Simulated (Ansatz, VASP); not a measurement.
Ga in VASP and in Ansatz

```
Ga
1.0
     1.69304    0.97748    1.94648
    -1.69304    0.97748    1.94648
     0.00000   -1.95496    1.94648
Ga
1
Cartesian
  0.0000 0.0000 2.9197
```

Alike in both runs: functional PBE; k mesh 15 × 15 × 15; occupations gaussian, width 0.1 eV; no spin polarisation.

Ansatz relaxed the structure, and its values are those at the end. VASP's run is a single point on that final structure, the one shown.

|  | VASP | Ansatz |
| --- | --- | --- |
| version | VASP 6.6.1 | Ansatz 0.2.0 |
| potentials or method | VASP PAW PBE potentials, release 64 (Ga_d) | scalar-relativistic, plane waves, PAW |
| plane-wave cutoff (eV) | 520 | 420 |
| valence electrons in the cell | 13 | 13 |

```tsv
	VASP	Ansatz	Ansatz less VASP
gap on the k mesh at the Fermi level (eV)	none	none	-
pressure (GPa)	0.1	0.0	-0.09
```

A gap of «none» marks a metal or a gap that the smearing closes. With one functional, cell and mesh, what is left measures potentials, basis and numerics.
